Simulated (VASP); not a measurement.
# Si (I4_1/amd) in VASP: a series of runs, part 2 of 6

VASP 6.6.1.

### Step 7. Equation of state, PBE, 15.40 Å³/atom

INCAR reads:

```
SYSTEM = Si
PREC = Accurate
ENCUT = 300
EDIFF = 1E-6
ISMEAR = 0
SIGMA = 0.05
LREAL = .FALSE.
LASPH = .TRUE.
NELM = 100
ALGO = Normal
ISIF = 2
LWAVE = .FALSE.
LCHARG = .FALSE.
GGA = PE
ADDGRID = .FALSE.
```

KPOINTS reads:

```
Automatic mesh
0
G
  3 3 3
  0 0 0
```

POSCAR reads:

```
Si
1.0
   -2.3948527653      2.3948527653      1.3424272893
    2.3948527653     -2.3948527653      1.3424272893
    2.3948527653      2.3948527653     -1.3424272893
Si
2
Direct
    0.5000000000      0.5000000000      0.0000000000
    0.2500000000      0.7500000000      0.5000000000
```

Launch:

```sh
$ cat potpaw_PBE.64/Si/POTCAR > POTCAR
$ mpirun -np 1 vasp_std > vasp.out
```

It took 2.5 s on 1 thread of Intel Xeon Platinum 8488C (Sapphire Rapids), shared host; peak memory 0.12 GiB.

These settings aren't checked as converged: the numbers below hold their error.

What came out:

```yaml
Free_energy: -10.1448 eV
Pressure: -1.6 GPa
Band_gap_on_the_k_mesh: none (metal or under the smearing width)
```

Caveat: the k mesh is coarse (spacing up to 0.89 Å⁻¹), so the values aren't converged; the cutoff is under 1.25 times the usual one of these potentials, so pressure, stress and relaxed cells hold a basis-set (Pulay) error.

### Step 8. Equation of state, PBE, 14.50 Å³/atom

INCAR, as its differences from that of step 7:

```diff
@@ -2,3 +2,3 @@
 PREC = Accurate
-ENCUT = 300
+ENCUT = 400
 EDIFF = 1E-6
```

KPOINTS is that of step 7.

POSCAR reads:

```
Si
1.0
   -2.3474174111      2.3474174111      1.3158375487
    2.3474174111     -2.3474174111      1.3158375487
    2.3474174111      2.3474174111     -1.3158375487
Si
2
Direct
    0.5000000000      0.5000000000      0.0000000000
    0.2500000000      0.7500000000      0.5000000000
```

Launch:

```sh
$ cat potpaw_PBE.64/Si/POTCAR > POTCAR
$ mpirun -np 1 vasp_std > vasp.out
```

Wall time 2.6 s (1 thread of Intel Xeon Platinum 8488C (Sapphire Rapids), shared host); peak memory 0.12 GiB.

These settings aren't checked as converged: the numbers below hold their error.

What came out:

```
Free energy            : -10.1305 eV
Pressure               : 6.1 GPa
Band gap on the k mesh : none (metal or under the smearing width)
```

Caveat: the k mesh is coarse (spacing up to 0.91 Å⁻¹), so the values aren't converged.

### Step 9. Equation of state, PBE, 15.40 Å³/atom

INCAR is that of step 8.

KPOINTS is that of step 8.

POSCAR reads:

```
Si
1.0
   -2.3948527653      2.3948527653      1.3424272893
    2.3948527653     -2.3948527653      1.3424272893
    2.3948527653      2.3948527653     -1.3424272893
Si
2
Direct
    0.5000000000      0.5000000000      0.0000000000
    0.2500000000      0.7500000000      0.5000000000
```

Potentials or basis: VASP PAW PBE potentials, release 64 (Si).

Launch:

```sh
$ cat potpaw_PBE.64/Si/POTCAR > POTCAR
$ mpirun -np 1 vasp_std > vasp.out
```

It took 2.6 s on 1 thread of Intel Xeon Platinum 8488C (Sapphire Rapids), shared host; peak memory 0.12 GiB.

These settings aren't checked as converged: the numbers below hold their error.

What came out:

* Free energy: -10.1544 eV
* Pressure: -1.5 GPa
* Band gap on the k mesh: none (metal or under the smearing width)

Caveat: the k mesh is coarse (spacing up to 0.89 Å⁻¹), so the values aren't converged.

### Step 10. Equation of state, PBE, 14.50 Å³/atom

INCAR, as its differences from that of step 9:

```diff
@@ -2,3 +2,3 @@
 PREC = Accurate
-ENCUT = 400
+ENCUT = 250
 EDIFF = 1E-6
```

KPOINTS reads:

```
Automatic mesh
0
G
  4 4 4
  0 0 0
```

POSCAR reads:

```
Si
1.0
   -2.3474174111      2.3474174111      1.3158375487
    2.3474174111     -2.3474174111      1.3158375487
    2.3474174111      2.3474174111     -1.3158375487
Si
2
Direct
    0.5000000000      0.5000000000      0.0000000000
    0.2500000000      0.7500000000      0.5000000000
```

Launch:

```sh
$ cat potpaw_PBE.64/Si/POTCAR > POTCAR
$ mpirun -np 1 vasp_std > vasp.out
```

Run time: 2.7 s. Hardware: 1 thread of Intel Xeon Platinum 8488C (Sapphire Rapids), shared host; peak memory 0.11 GiB.

These settings aren't checked as converged: the numbers below hold their error.

Results:

```
Free energy            : -10.1528 eV
Band gap on the k mesh : none (metal or under the smearing width)
```

Caveat: the k mesh is coarse (spacing up to 0.68 Å⁻¹), so the values aren't converged; the cutoff is under 1.25 times the usual one of these potentials, so pressure, stress and relaxed cells hold a basis-set (Pulay) error.

### Step 11. Equation of state, PBE, 15.40 Å³/atom

INCAR is that of step 10.

KPOINTS is that of step 10.

POSCAR reads:

```
Si
1.0
   -2.3948527653      2.3948527653      1.3424272893
    2.3948527653     -2.3948527653      1.3424272893
    2.3948527653      2.3948527653     -1.3424272893
Si
2
Direct
    0.5000000000      0.5000000000      0.0000000000
    0.2500000000      0.7500000000      0.5000000000
```

Launch:

```sh
$ cat potpaw_PBE.64/Si/POTCAR > POTCAR
$ mpirun -np 1 vasp_std > vasp.out
```

Wall time 2.7 s (1 thread of Intel Xeon Platinum 8488C (Sapphire Rapids), shared host); peak memory 0.11 GiB.

The run converged, but some of its settings lie outside the range that counts as converged, so its numbers aren't taken as properties of the crystal.

What came out:

| Property | Result |
| --- | --- |
| Free energy | -10.1966 eV |
| Band gap on the k mesh | none (metal or under the smearing width) |

Caveat: the k mesh is coarse (spacing up to 0.67 Å⁻¹), so the values aren't converged; the cutoff is under 1.25 times the usual one of these potentials, so pressure, stress and relaxed cells hold a basis-set (Pulay) error.

### Step 12. Equation of state, PBE, 14.50 Å³/atom

INCAR, as its differences from that of step 11:

```diff
@@ -2,3 +2,3 @@
 PREC = Accurate
-ENCUT = 250
+ENCUT = 450
 EDIFF = 1E-6
```

KPOINTS reads:

```
Automatic mesh
0
G
  3 3 3
  0 0 0
```

POSCAR reads:

```
Si
1.0
   -2.3474174111      2.3474174111      1.3158375487
    2.3474174111     -2.3474174111      1.3158375487
    2.3474174111      2.3474174111     -1.3158375487
Si
2
Direct
    0.5000000000      0.5000000000      0.0000000000
    0.2500000000      0.7500000000      0.5000000000
```

Potentials or basis: VASP PAW PBE potentials, release 64 (Si).

Launch:

```sh
$ cat potpaw_PBE.64/Si/POTCAR > POTCAR
$ mpirun -np 1 vasp_std > vasp.out
```

Run time: 3.2 s. Hardware: 1 thread of Intel Xeon Platinum 8488C (Sapphire Rapids), shared host; peak memory 0.14 GiB.

The run converged, but some of its settings lie outside the range that counts as converged, so its numbers aren't taken as properties of the crystal.

Results:

```
Free energy            : -10.1310 eV
Pressure               : 6.1 GPa
Band gap on the k mesh : none (metal or under the smearing width)
```

Caveat: the k mesh is coarse (spacing up to 0.91 Å⁻¹), so the values aren't converged.

### Step 13. Equation of state, PBE, 15.40 Å³/atom

INCAR is that of step 12.

KPOINTS is that of step 12.

POSCAR reads:

```
Si
1.0
   -2.3948527653      2.3948527653      1.3424272893
    2.3948527653     -2.3948527653      1.3424272893
    2.3948527653      2.3948527653     -1.3424272893
Si
2
Direct
    0.5000000000      0.5000000000      0.0000000000
    0.2500000000      0.7500000000      0.5000000000
```

Launch:

```sh
$ cat potpaw_PBE.64/Si/POTCAR > POTCAR
$ mpirun -np 1 vasp_std > vasp.out
```

Run time: 3 s. Hardware: 1 thread of Intel Xeon Platinum 8488C (Sapphire Rapids), shared host; peak memory 0.14 GiB.

The run converged, but some of its settings lie outside the range that counts as converged, so its numbers aren't taken as properties of the crystal.

What came out:

* Free energy: -10.1549 eV
* Pressure: -1.5 GPa
* Band gap on the k mesh: none (metal or under the smearing width)

Caveat: the k mesh is coarse (spacing up to 0.89 Å⁻¹), so the values aren't converged.

### Step 14. Equation of state, PBE, 14.50 Å³/atom

INCAR, as its differences from that of step 13:

```diff
@@ -2,3 +2,3 @@
 PREC = Accurate
-ENCUT = 450
+ENCUT = 300
 EDIFF = 1E-6
```

KPOINTS reads:

```
Automatic mesh
0
G
  4 4 4
  0 0 0
```

POSCAR reads:

```
Si
1.0
   -2.3474174111      2.3474174111      1.3158375487
    2.3474174111     -2.3474174111      1.3158375487
    2.3474174111      2.3474174111     -1.3158375487
Si
2
Direct
    0.5000000000      0.5000000000      0.0000000000
    0.2500000000      0.7500000000      0.5000000000
```

Launch:

```sh
$ cat potpaw_PBE.64/Si/POTCAR > POTCAR
$ mpirun -np 1 vasp_std > vasp.out
```

Wall time 2.7 s (1 thread of Intel Xeon Platinum 8488C (Sapphire Rapids), shared host); peak memory 0.11 GiB.

The run converged, but some of its settings lie outside the range that counts as converged, so its numbers aren't taken as properties of the crystal.

Results:

```
Free energy            : -10.1684 eV
Pressure               : 7.4 GPa
Band gap on the k mesh : none (metal or under the smearing width)
```

Caveat: the k mesh is coarse (spacing up to 0.68 Å⁻¹), so the values aren't converged; the cutoff is under 1.25 times the usual one of these potentials, so pressure, stress and relaxed cells hold a basis-set (Pulay) error.

### Step 15. Equation of state, PBE, 15.40 Å³/atom

INCAR is that of step 14.

KPOINTS is that of step 14.

POSCAR reads:

```
Si
1.0
   -2.3948527653      2.3948527653      1.3424272893
    2.3948527653     -2.3948527653      1.3424272893
    2.3948527653      2.3948527653     -1.3424272893
Si
2
Direct
    0.5000000000      0.5000000000      0.0000000000
    0.2500000000      0.7500000000      0.5000000000
```

Potentials or basis: VASP PAW PBE potentials, release 64 (Si).

Launch:

```sh
$ cat potpaw_PBE.64/Si/POTCAR > POTCAR
$ mpirun -np 1 vasp_std > vasp.out
```

It took 2.8 s on 1 thread of Intel Xeon Platinum 8488C (Sapphire Rapids), shared host; peak memory 0.12 GiB.

The run converged, but some of its settings lie outside the range that counts as converged, so its numbers aren't taken as properties of the crystal.

Results:

* Free energy: -10.2099 eV
* Pressure: -0.2 GPa
* Band gap on the k mesh: none (metal or under the smearing width)

Caveat: the k mesh is coarse (spacing up to 0.67 Å⁻¹), so the values aren't converged; the cutoff is under 1.25 times the usual one of these potentials, so pressure, stress and relaxed cells hold a basis-set (Pulay) error.

### Step 16. Equation of state, PBE, 14.50 Å³/atom

INCAR, as its differences from that of step 15:

```diff
@@ -2,3 +2,3 @@
 PREC = Accurate
-ENCUT = 300
+ENCUT = 550
 EDIFF = 1E-6
```

KPOINTS reads:

```
Automatic mesh
0
G
  3 3 3
  0 0 0
```

POSCAR reads:

```
Si
1.0
   -2.3474174111      2.3474174111      1.3158375487
    2.3474174111     -2.3474174111      1.3158375487
    2.3474174111      2.3474174111     -1.3158375487
Si
2
Direct
    0.5000000000      0.5000000000      0.0000000000
    0.2500000000      0.7500000000      0.5000000000
```

Launch:

```sh
$ cat potpaw_PBE.64/Si/POTCAR > POTCAR
$ mpirun -np 1 vasp_std > vasp.out
```

It took 3 s on 1 thread of Intel Xeon Platinum 8488C (Sapphire Rapids), shared host; peak memory 0.14 GiB.

These settings aren't checked as converged: the numbers below hold their error.

Results:

- Free energy: -10.1312 eV
- Pressure: 6.1 GPa
- Band gap on the k mesh: none (metal or under the smearing width)

Caveat: the k mesh is coarse (spacing up to 0.91 Å⁻¹), so the values aren't converged.

### Step 17. Equation of state, PBE, 15.40 Å³/atom

INCAR is that of step 16.

KPOINTS is that of step 16.

POSCAR reads:

```
Si
1.0
   -2.3948527653      2.3948527653      1.3424272893
    2.3948527653     -2.3948527653      1.3424272893
    2.3948527653      2.3948527653     -1.3424272893
Si
2
Direct
    0.5000000000      0.5000000000      0.0000000000
    0.2500000000      0.7500000000      0.5000000000
```

Launch:

```sh
$ cat potpaw_PBE.64/Si/POTCAR > POTCAR
$ mpirun -np 1 vasp_std > vasp.out
```

It took 3 s on 1 thread of Intel Xeon Platinum 8488C (Sapphire Rapids), shared host; peak memory 0.14 GiB.

The run converged, but some of its settings lie outside the range that counts as converged, so its numbers aren't taken as properties of the crystal.

What came out:

* Free energy: -10.1550 eV
* Pressure: -1.5 GPa
* Band gap on the k mesh: none (metal or under the smearing width)

Caveat: the k mesh is coarse (spacing up to 0.89 Å⁻¹), so the values aren't converged.

### Step 18. Equation of state, PBE, 14.50 Å³/atom

INCAR, as its differences from that of step 17:

```diff
@@ -2,3 +2,3 @@
 PREC = Accurate
-ENCUT = 550
+ENCUT = 700
 EDIFF = 1E-6
```

KPOINTS is that of step 17.

POSCAR reads:

```
Si
1.0
   -2.3474174111      2.3474174111      1.3158375487
    2.3474174111     -2.3474174111      1.3158375487
    2.3474174111      2.3474174111     -1.3158375487
Si
2
Direct
    0.5000000000      0.5000000000      0.0000000000
    0.2500000000      0.7500000000      0.5000000000
```

Potentials or basis: VASP PAW PBE potentials, release 64 (Si).

Launch:

```sh
$ cat potpaw_PBE.64/Si/POTCAR > POTCAR
$ mpirun -np 1 vasp_std > vasp.out
```

Wall time 3.2 s (1 thread of Intel Xeon Platinum 8488C (Sapphire Rapids), shared host); peak memory 0.16 GiB.

These settings aren't checked as converged: the numbers below hold their error.

Results:

| Property | Result |
| --- | --- |
| Free energy | -10.1314 eV |
| Pressure | 6.1 GPa |
| Band gap on the k mesh | none (metal or under the smearing width) |

Caveat: the k mesh is coarse (spacing up to 0.91 Å⁻¹), so the values aren't converged.

### Step 19. Equation of state, PBE, 15.40 Å³/atom

INCAR is that of step 18.

KPOINTS is that of step 18.

POSCAR reads:

```
Si
1.0
   -2.3948527653      2.3948527653      1.3424272893
    2.3948527653     -2.3948527653      1.3424272893
    2.3948527653      2.3948527653     -1.3424272893
Si
2
Direct
    0.5000000000      0.5000000000      0.0000000000
    0.2500000000      0.7500000000      0.5000000000
```

Launch:

```sh
$ cat potpaw_PBE.64/Si/POTCAR > POTCAR
$ mpirun -np 1 vasp_std > vasp.out
```

Run time: 3.4 s. Hardware: 1 thread of Intel Xeon Platinum 8488C (Sapphire Rapids), shared host; peak memory 0.16 GiB.

These settings aren't checked as converged: the numbers below hold their error.

Results:

| Item | Value |
| --- | --- |
| Free energy | -10.1552 eV |
| Pressure | -1.5 GPa |
| Band gap on the k mesh | none (metal or under the smearing width) |

Caveat: the k mesh is coarse (spacing up to 0.89 Å⁻¹), so the values aren't converged.

### Step 20. Equation of state, PBE, 14.50 Å³/atom

INCAR, as its differences from that of step 19:

```diff
@@ -2,3 +2,3 @@
 PREC = Accurate
-ENCUT = 700
+ENCUT = 400
 EDIFF = 1E-6
```

KPOINTS reads:

```
Automatic mesh
0
G
  4 4 4
  0 0 0
```

POSCAR reads:

```
Si
1.0
   -2.3474174111      2.3474174111      1.3158375487
    2.3474174111     -2.3474174111      1.3158375487
    2.3474174111      2.3474174111     -1.3158375487
Si
2
Direct
    0.5000000000      0.5000000000      0.0000000000
    0.2500000000      0.7500000000      0.5000000000
```

Launch:

```sh
$ cat potpaw_PBE.64/Si/POTCAR > POTCAR
$ mpirun -np 1 vasp_std > vasp.out
```

Run time: 3 s. Hardware: 1 thread of Intel Xeon Platinum 8488C (Sapphire Rapids), shared host; peak memory 0.12 GiB.

The run converged, but some of its settings lie outside the range that counts as converged, so its numbers aren't taken as properties of the crystal.

Results:

```
Free energy            : -10.1800 eV
Pressure               : 7.6 GPa
Band gap on the k mesh : none (metal or under the smearing width)
```

Caveat: the k mesh is coarse (spacing up to 0.68 Å⁻¹), so the values aren't converged.

### Step 21. Equation of state, PBE, 15.40 Å³/atom

INCAR is that of step 20.

KPOINTS is that of step 20.

POSCAR reads:

```
Si
1.0
   -2.3948527653      2.3948527653      1.3424272893
    2.3948527653     -2.3948527653      1.3424272893
    2.3948527653      2.3948527653     -1.3424272893
Si
2
Direct
    0.5000000000      0.5000000000      0.0000000000
    0.2500000000      0.7500000000      0.5000000000
```

Potentials or basis: VASP PAW PBE potentials, release 64 (Si).

Launch:

```sh
$ cat potpaw_PBE.64/Si/POTCAR > POTCAR
$ mpirun -np 1 vasp_std > vasp.out
```

It took 2.7 s on 1 thread of Intel Xeon Platinum 8488C (Sapphire Rapids), shared host; peak memory 0.13 GiB.

These settings aren't checked as converged: the numbers below hold their error.

Results:

```yaml
Free_energy: -10.2201 eV
Pressure: -0.1 GPa
Band_gap_on_the_k_mesh: none (metal or under the smearing width)
```

Caveat: the k mesh is coarse (spacing up to 0.67 Å⁻¹), so the values aren't converged.

### Step 22. Equation of state, PBE, 14.50 Å³/atom

INCAR, as its differences from that of step 21:

```diff
@@ -2,3 +2,3 @@
 PREC = Accurate
-ENCUT = 400
+ENCUT = 450
 EDIFF = 1E-6
```

KPOINTS is that of step 21.

POSCAR reads:

```
Si
1.0
   -2.3474174111      2.3474174111      1.3158375487
    2.3474174111     -2.3474174111      1.3158375487
    2.3474174111      2.3474174111     -1.3158375487
Si
2
Direct
    0.5000000000      0.5000000000      0.0000000000
    0.2500000000      0.7500000000      0.5000000000
```

Launch:

```sh
$ cat potpaw_PBE.64/Si/POTCAR > POTCAR
$ mpirun -np 1 vasp_std > vasp.out
```

Wall time 3.8 s (1 thread of Intel Xeon Platinum 8488C (Sapphire Rapids), shared host); peak memory 0.14 GiB.

The run converged, but some of its settings lie outside the range that counts as converged, so its numbers aren't taken as properties of the crystal.

What came out:

```
Free energy            : -10.1805 eV
Pressure               : 7.6 GPa
Band gap on the k mesh : none (metal or under the smearing width)
```

Caveat: the k mesh is coarse (spacing up to 0.68 Å⁻¹), so the values aren't converged.

### Step 23. Equation of state, PBE, 15.40 Å³/atom

INCAR is that of step 22.

KPOINTS is that of step 22.

POSCAR reads:

```
Si
1.0
   -2.3948527653      2.3948527653      1.3424272893
    2.3948527653     -2.3948527653      1.3424272893
    2.3948527653      2.3948527653     -1.3424272893
Si
2
Direct
    0.5000000000      0.5000000000      0.0000000000
    0.2500000000      0.7500000000      0.5000000000
```

Launch:

```sh
$ cat potpaw_PBE.64/Si/POTCAR > POTCAR
$ mpirun -np 1 vasp_std > vasp.out
```

Wall time 3.8 s (1 thread of Intel Xeon Platinum 8488C (Sapphire Rapids), shared host); peak memory 0.14 GiB.

These settings aren't checked as converged: the numbers below hold their error.

Results:

* Free energy: -10.2206 eV
* Pressure: -0.1 GPa
* Band gap on the k mesh: none (metal or under the smearing width)

Caveat: the k mesh is coarse (spacing up to 0.67 Å⁻¹), so the values aren't converged.

### Step 24. Equation of state, PBE, 14.50 Å³/atom

INCAR, as its differences from that of step 23:

```diff
@@ -2,3 +2,3 @@
 PREC = Accurate
-ENCUT = 450
+ENCUT = 550
 EDIFF = 1E-6
```

KPOINTS is that of step 23.

POSCAR reads:

```
Si
1.0
   -2.3474174111      2.3474174111      1.3158375487
    2.3474174111     -2.3474174111      1.3158375487
    2.3474174111      2.3474174111     -1.3158375487
Si
2
Direct
    0.5000000000      0.5000000000      0.0000000000
    0.2500000000      0.7500000000      0.5000000000
```

Potentials or basis: VASP PAW PBE potentials, release 64 (Si).

Launch:

```sh
$ cat potpaw_PBE.64/Si/POTCAR > POTCAR
$ mpirun -np 1 vasp_std > vasp.out
```

Run time: 3.9 s. Hardware: 1 thread of Intel Xeon Platinum 8488C (Sapphire Rapids), shared host; peak memory 0.14 GiB.

These settings aren't checked as converged: the numbers below hold their error.

Results:

| Quantity | Value |
| --- | --- |
| Free energy | -10.1806 eV |
| Pressure | 7.6 GPa |
| Band gap on the k mesh | none (metal or under the smearing width) |

Caveat: the k mesh is coarse (spacing up to 0.68 Å⁻¹), so the values aren't converged.

### Step 25. Equation of state, PBE, 15.40 Å³/atom

INCAR is that of step 24.

KPOINTS is that of step 24.

POSCAR reads:

```
Si
1.0
   -2.3948527653      2.3948527653      1.3424272893
    2.3948527653     -2.3948527653      1.3424272893
    2.3948527653      2.3948527653     -1.3424272893
Si
2
Direct
    0.5000000000      0.5000000000      0.0000000000
    0.2500000000      0.7500000000      0.5000000000
```

Launch:

```sh
$ cat potpaw_PBE.64/Si/POTCAR > POTCAR
$ mpirun -np 1 vasp_std > vasp.out
```

Wall time 3.8 s (1 thread of Intel Xeon Platinum 8488C (Sapphire Rapids), shared host); peak memory 0.14 GiB.

The run converged, but some of its settings lie outside the range that counts as converged, so its numbers aren't taken as properties of the crystal.

Results:

- Free energy: -10.2208 eV
- Pressure: 0.0 GPa
- Band gap on the k mesh: none (metal or under the smearing width)

Caveat: the k mesh is coarse (spacing up to 0.67 Å⁻¹), so the values aren't converged.

### Step 26. Equation of state, PBE, 14.50 Å³/atom

INCAR, as its differences from that of step 25:

```diff
@@ -2,3 +2,3 @@
 PREC = Accurate
-ENCUT = 550
+ENCUT = 250
 EDIFF = 1E-6
```

KPOINTS reads:

```
Automatic mesh
0
G
  6 6 6
  0 0 0
```

POSCAR reads:

```
Si
1.0
   -2.3474174111      2.3474174111      1.3158375487
    2.3474174111     -2.3474174111      1.3158375487
    2.3474174111      2.3474174111     -1.3158375487
Si
2
Direct
    0.5000000000      0.5000000000      0.0000000000
    0.2500000000      0.7500000000      0.5000000000
```

Launch:

```sh
$ cat potpaw_PBE.64/Si/POTCAR > POTCAR
$ mpirun -np 1 vasp_std > vasp.out
```

It took 3.1 s on 1 thread of Intel Xeon Platinum 8488C (Sapphire Rapids), shared host; peak memory 0.11 GiB.

These settings aren't checked as converged: the numbers below hold their error.

Results:

```
Free energy            : -10.1478 eV
Band gap on the k mesh : none (metal or under the smearing width)
```

Caveat: the k mesh is coarse (spacing up to 0.46 Å⁻¹), so the values aren't converged; the cutoff is under 1.25 times the usual one of these potentials, so pressure, stress and relaxed cells hold a basis-set (Pulay) error.

[end of part 2 of 6]
